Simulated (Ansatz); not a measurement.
System: rock-salt LiI. Method: PBE (plane waves, PAW; Ansatz, an electronic-structure program).

Total energies, extrapolated to zero smearing (they compare only within this program, potentials and cutoff; free atoms with spin allowed, lowest state found):

```tsv
system	energy (eV/atom)
rock-salt LiI, relaxed	-3860.0003
free Li atom	-203.0796
free I atom	-7511.5971
```

### Question
Work out the cohesive energy per atom.

### Answer
E_coh = [1 × (-203.0796) + 1 × (-7511.5971)]/2 − (-3860.0003) = 2.66 eV/atom. The reference value is 2.82 eV/atom (measured, zero-point energy (Debye) added; as tabulated in Doll and Stoll (1998), arXiv:cond-mat/9801031), not set against a level without spin–orbit coupling.

Spin–orbit coupling, which matters for such heavy atoms, is left out.

The PAW data were made under PBE.
